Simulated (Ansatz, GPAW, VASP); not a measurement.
**HgTe: programs and potentials compared**

```xyz
2
Lattice="0.0000 3.2145 3.2145 3.2145 0.0000 3.2145 3.2145 3.2145 0.0000" Properties=species:S:1:pos:R:3 pbc="T T T"
Hg    0.0000    0.0000    0.0000
Te    4.8217    4.8217    4.8217
```

Alike in all runs: task single point; functional PBE; k mesh 7 × 7 × 7; occupations gaussian, width 0.027 eV; no spin polarisation; no spin-orbit coupling. Pressure is positive in compression and, in plane waves, holds the error of the finite cutoff.

```json
{"program and potentials": "VASP, PBE PAW files Hg, Te, 520 eV", "plane-wave cutoff (eV)": "520", "notes": "9 valence electrons an atom on average", "pressure (GPa)": "4.64"}
{"program and potentials": "GPAW, GPAW PAW data sets (gpaw-data 1.2.1)", "plane-wave cutoff (eV)": "600", "notes": "12 valence electrons an atom on average", "pressure (GPa)": "4.51"}
{"program and potentials": "Ansatz, all-electron LAPW, scalar-relativistic", "plane-wave cutoff (eV)": "-", "notes": "-", "pressure (GPa)": "4.56"}
```

The pressure spans 4.51 (GPAW, GPAW PAW data sets (gpaw-data 1.2.1)) to 4.64 GPa (VASP, PBE PAW files Hg, Te, 520 eV), with all-electron results at 4.56.

The functional is the same throughout but for its coding, so the spread measures potentials, basis and numerics; runs on potential files found faulty are left out.

All three calculations put the zinc-blende cell under clear compression, and the all-electron pressure of 4.56 GPa lies between the two PAW values. The differences are small beside the pressure itself, so its sign and approximate size come from the functional and the chosen volume, not from the potentials. The cell is close to the measured room-pressure size of HgTe, where the real crystal would be under far less stress. PBE typically underbinds solids of heavy elements: its gradient correction weakens the cohesion between large, polarisable shells and favours too long a Hg–Te bond. Most of the pressure is therefore probably a functional error, and it shouldn't be read as the load needed to reach this volume in experiment.

The larger valence space in GPAW probably includes Hg semicore states, but its effect can't be separated from that of the data-set construction or the basis. Agreement in pressure also doesn't test the inverted band order of HgTe, which depends on relativistic shifts and the p–d interaction.
